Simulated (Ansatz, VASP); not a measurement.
## Ge: VASP beside Ansatz

Contents of INCAR:

```
PREC = Accurate ; ENCUT = 500
EDIFF = 1E-6 ; ISMEAR = -1
SIGMA = 0.05 ; LREAL = False
LASPH = True ; NELM = 80
ALGO = Normal ; ISIF = 2
LWAVE = False ; LCHARG = True
METAGGA = R2SCAN ; LMIXTAU = True
IVDW = 13 ; VDW_S6 = 1.0
VDW_S8 = 0.6018749 ; VDW_A1 = 0.51559235
VDW_A2 = 5.77342911 ; LVHAR = True
```

Contents of KPOINTS:

```
regular mesh
0
Gamma
  11 11 10
```

File POSCAR:

```
Ge
1.0
    1.2969982395     -2.4141052054      0.0000000000
    1.2969982395      2.4141052054      0.0000000000
    0.0000000000      0.0000000000      2.5048157760
Ge
1
Direct
    0.5000000000      0.5000000000      0.0000000000
```

Contents of input.yaml:

```yaml
crystal:
  lattice:
    - [1.2969982395, -2.4141052054, 0.0]
    - [1.2969982395, 2.4141052054, 0.0]
    - [0.0, 0.0, 2.504815776]
  atoms:
    - { symbol: Ge, position: [0.5, 0.5, 0.0] }
hamiltonian:
  xc: r2scan
  pseudopotentials: { kind: paw }
  dispersion: d4
kpoints:
  mp_grid: { grid: [11, 11, 10] }
scf:
  occupations: { method: fermi_dirac, width: 0.05 }
output:
  forces: true
  stress: true
  eigenvalues: true
  write_density: true
  write_potential: true
  elf: true
  volumetric_format: npy
```

Change from the starting cell: volume scaled by 0.8.

Alike in both runs: task electrostatic potential; functional r2SCAN; dispersion D4; k mesh 11 × 11 × 10; occupations fermi-dirac, width 0.05 eV; no spin polarisation.

|  | VASP | Ansatz |
| --- | --- | --- |
| version | VASP 6.6.1 | Ansatz 0.2.0 |
| potentials or method | VASP PAW PBE potentials, release 64 (Ge) | Ansatz PAW |
| plane-wave cutoff (eV) | 500 | 500 |
| valence electrons in the cell | 4 | 14 |

```csv
,VASP,Ansatz,Ansatz less VASP
gap on the k mesh at the Fermi level (eV),none,none,-
pressure (GPa),18.6,17.8,-0.76
largest component of the traceless stress (GPa),2.31,2.15,-0.157
dispersion energy (meV/atom),-156.1,-156.2,-0.12
```

A gap of «none» marks a metal or a gap that the smearing closes. The two sets of potentials don't hold the same shells in valence.

Caveats: pairwise dispersion overbinds metals, which lowers pressure and volume; the PAW data sets were made with another functional, which shifts forces and pressure a little (VASP); so large a pressure means that the cell lies far from this level's equilibrium, or that cutoff or potentials fall short (Ansatz); the PAW data sets come from PBE, with cores solved anew for the run's functional, which leaves a small shift of forces and pressure (Ansatz).
